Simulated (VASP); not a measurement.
# BN (F-43m) in VASP: further runs, part 3 of 3

VASP 6.6.1.

### 5 Dielectric tensor, LDA

The input, INCAR:

```
ALGO = Normal
EDIFF = 1E-8
ENCUT = 520
ISIF = 2
ISMEAR = 0
LASPH = True
LCHARG = False
LEPSILON = True
LREAL = False
LWAVE = False
NELM = 100
PREC = Accurate
SIGMA = 0.01
```

The input, KPOINTS:

```
k-points
0
Gamma
  12 12 12
```

The input, POSCAR:

```
BN
1.0
    0.0000000000      1.8130010000      1.8130010000
    1.8130010000      0.0000000000      1.8130010000
    1.8130010000      1.8130010000      0.0000000000
N B
1 1
Direct
    0.2500000000      0.2500000000      0.2500000000
    0.0000000000      0.0000000000      0.0000000000
```

Potentials or basis: VASP PAW LDA potentials, release 64 (N, B).

The run is started by

```
cat potpaw_LDA.64/N/POTCAR potpaw_LDA.64/B/POTCAR > POTCAR
mpirun -np 1 vasp_std > vasp.out
```

OUTCAR:

```text
EDIFF = 1E-8
   ENCUT = 520
   ISIF = 2
   ISMEAR = 0
   LASPH = True
   LEPSILON = True
   LREAL = False
   NELM = 100
   PREC = Accurate

 Found     72 irreducible k-points:

 Following reciprocal coordinates:
            Coordinates               Weight
  0.000000  0.000000  0.000000      1.000000
  0.083333  0.000000  0.000000      8.000000
  0.166667  0.000000  0.000000      8.000000
  0.250000  0.000000  0.000000      8.000000
  0.333333  0.000000  0.000000      8.000000
  0.416667  0.000000  0.000000      8.000000
   k-points           NKPTS =     72   k-points in BZ     NKDIM =     72   number of bands    NBANDS=      8
   number of dos      NEDOS =    301   number of ions     NIONS =      2
   total plane-waves  NPLWV =   8000
   dimension x,y,z NGX =    20 NGY =   20 NGZ =   20
   dimension x,y,z NGXF=    40 NGYF=   40 NGZF=   40
   ions per type =               1   1
   NGX,Y,Z   is equivalent  to a cutoff of  12.97, 12.97, 12.97 a.u.
   NGXF,Y,Z  is equivalent  to a cutoff of  25.94, 25.94, 25.94 a.u.
 SYSTEM =  unknown system
   PREC   = accura    normal or accurate (medium, high low for compatibility)
   ISTART =      0    job   : 0-new  1-cont  2-samecut
   ICHARG =      2    charge: 1-file 2-atom 10-const
   ISPIN  =      1    spin polarized calculation?
   LNONCOLLINEAR =      F non collinear calculations
   LSORBIT =      F    spin-orbit coupling
   LASPH  =      T    aspherical Exc in radial PAW
   ENCUT  =  520.0 eV  38.22 Ry    6.18 a.u.   4.77  4.77  4.77*2*pi/ulx,y,z
   NELM   =    100;   NELMIN=  2; NELMDL= -5     # of ELM steps
   EDIFF  = 0.1E-07   stopping-criterion for ELM
   LREAL  =      F    real-space projection
   EDIFFG = 0.1E-06   stopping-criterion for IOM
   NSW    =      0    number of steps for IOM
   IBRION =     -1    ionic relax: 0-MD 1-quasi-New 2-CG
   NFREE  =      0    steps in history (QN), initial steepest desc. (CG)
   ISIF   =      2    stress and relaxation
   ISYM   =      2    0-nonsym 1-usesym 2-fastsym
   POTIM  = 0.5000    time-step for ionic-motion
   TEBEG  =    0.0;   TEEND  =   0.0 temperature during run
   PSTRESS=    0.0 pullay stress
   NELECT =       8.0000    total number of electrons
   NUPDOWN=      -1.0000    fix difference up-down
[... 139 lines left out ...]
 ------------------------------------------------------

 Free energy of the ion-electron system (eV)
  ---------------------------------------------------
  ---------------------------------------------------
  free energy    TOTEN  =        -0.12589894 eV

  energy without entropy =       -0.12589894

------------------------ aborting loop because EDIFF is reached ----------------------------------------

--------------------------------------- Ionic step        2  -------------------------------------------

------------------------ aborting loop because EDIFF is reached ----------------------------------------

--------------------------------------- Ionic step        3  -------------------------------------------

 Free energy of the ion-electron system (eV)
  ---------------------------------------------------
  ---------------------------------------------------
  free energy    TOTEN  =        -0.12589884 eV

  energy without entropy =       -0.12589884

------------------------ aborting loop because EDIFF is reached ----------------------------------------

 PIEZOELECTRIC TENSOR FIELD DIRECTION 3  (e Angst)
 -----------------------------------------------------------------------------
    -0.00033 -0.76393  0.00000           ( -0.00000 -0.01087  0.00000)
    -0.76393 -0.00033  0.00000           ( -0.01087 -0.00000  0.00000)
     0.00000  0.00000  0.00024           (  0.00000  0.00000 -0.00000)

 PIEZOELECTRIC TENSOR FIELD DIRECTION 3  (C/m^2)
 -----------------------------------------------------------------------------
    -0.00045 -1.02693  0.00000
    -1.02693 -0.00045  0.00000
     0.00000  0.00000  0.00033

 MACROSCOPIC STATIC DIELECTRIC TENSOR (including local field effects in DFT)
 ------------------------------------------------------
           4.599648     0.000000    -0.000000
           0.000000     4.599648     0.000000
          -0.000000     0.000000     4.599648
 ------------------------------------------------------

 PIEZOELECTRIC TENSOR (including local field effects)  for field in x, y, z        (e  Angst)
          XX          YY          ZZ          XY          YZ          ZX
  --------------------------------------------------------------------------------
  x     0.00000    -0.00000    -0.00000     0.00000    -0.76438     0.00000
  y     0.00000     0.00000    -0.00000     0.00000     0.00000    -0.76438
  z     0.00000    -0.00000     0.00000    -0.76438     0.00000     0.00000

 PIEZOELECTRIC TENSOR (including local field effects)  for field in x, y, z        (C/m^2)
          XX          YY          ZZ          XY          YZ          ZX
  --------------------------------------------------------------------------------
  x     0.00000    -0.00000    -0.00000     0.00000    -1.02753     0.00000
  y     0.00000     0.00000    -0.00000     0.00000     0.00000    -1.02753
  z     0.00000    -0.00000     0.00000    -1.02753     0.00000     0.00000

 BORN EFFECTIVE CHARGES (including local field effects) (in |e|, cummulative output)
 ---------------------------------------------------------------------------------
 ion    1
    1    -1.89072     0.00000     0.00000
    2     0.00000    -1.89072     0.00000
    3     0.00000     0.00000    -1.89072
 ion    2
    1     1.89072     0.00000     0.00000
    2    -0.00000     1.89072    -0.00000
    3    -0.00000    -0.00000     1.89072
```

OSZICAR:

```text
N       E                     dE             d eps       ncg     rms          rms(c)
DAV:   1     0.503005625412E+01    0.50301E+01   -0.53153E+03  1224   0.983E+02
DAV:   2    -0.203960513191E+02   -0.25426E+02   -0.24711E+02  1632   0.151E+02
DAV:   3    -0.205105858436E+02   -0.11453E+00   -0.11453E+00  1328   0.126E+01
[... 14 lines left out ...]
RMM:   3    -0.121359150158E+00    0.23810E-02   -0.11631E-03  6995   0.312E-01    0.348E-01
RMM:   4    -0.125409892039E+00   -0.40507E-02   -0.17461E-03  7105   0.380E-01    0.367E-02
RMM:   5    -0.125873875391E+00   -0.46398E-03   -0.19207E-05  7250   0.427E-02    0.403E-03
RMM:   6    -0.125889894818E+00   -0.16019E-04   -0.11809E-07  7618   0.314E-03    0.207E-03
RMM:   7    -0.125898231715E+00   -0.83369E-05   -0.11355E-08  7580   0.119E-03    0.154E-04
RMM:   8    -0.125898847935E+00   -0.61622E-06   -0.21902E-10  6355   0.111E-04    0.337E-05
RMM:   9    -0.125898840623E+00    0.73121E-08    0.00000E+00  3877   0.320E-05    0.167E-06
```

stdout:

```text
POSCAR found type information on POSCAR N B
 POSCAR found :  2 types and       2 ions
 scaLAPACK will be used
 LDA part: xc-table for (Slater(with rela. corr.)+CA(PZ))
 , standard interpolation
 POSCAR, INCAR and KPOINTS ok, starting setup
 FFT: planning ... GRIDC
 FFT: planning ... GRID_SOFT
 FFT: planning ... GRID
 WAVECAR not read
 entering main loop
 Linear response reoptimize wavefunctions to high precision
 Linear response G [H, r] |phi>, progress :
  Direction:   1
 Linear response G [H, r] |phi>, progress :
  Direction:   2
 Linear response G [H, r] |phi>, progress :
  Direction:   3
 Linear response to external field (no local field effect), progress :
  Direction:   1
 dielectric tensor                  component  1 :     5.450     1.882     0.498
 Linear response to external field (no local field effect), progress :
  Direction:   2
 dielectric tensor                  component  2 :     1.882     5.438    -0.640
 Linear response to external field (no local field effect), progress :
  Direction:   3
 dielectric tensor                  component  3 :     0.497    -0.639     3.385
 Linear response to external field, progress :
  Direction:   1
 dielectric tensor                  component  1 :     4.600     0.651     0.414
 Linear response to external field, progress :
  Direction:   2
 dielectric tensor                  component  2 :     0.476     4.600     0.426
 Linear response to external field, progress :
  Direction:   3
 dielectric tensor                  component  3 :     0.399     0.666     4.600
 Born effective charges drift removed
```

Wall time 2.3 min (1 thread of AMD EPYC 7R43 (Zen 3), shared host); peak memory 0.13 GiB.

These settings aren't checked as converged: the numbers below hold their error.

Results:

```
Band gap on the k mesh                  : 4.33 eV, indirect (least direct gap 8.64 eV)
Electronic dielectric tensor (diagonal) : 4.60
Born charges (mean of the diagonal)     : N -1.89; B +1.89 e
```

### 6 The reference run

An earlier run on the cell as given: functional PBEsol; potentials or basis VASP PAW PBE potentials, release 64 (N, B); cutoff 520 eV; k mesh 13 × 13 × 13; occupations fermi-dirac, width 0.05 eV; no spin polarisation.

- Pressure: -5.7 GPa
- Band gap on the k mesh: 4.34 eV, indirect (least direct gap 8.72 eV)
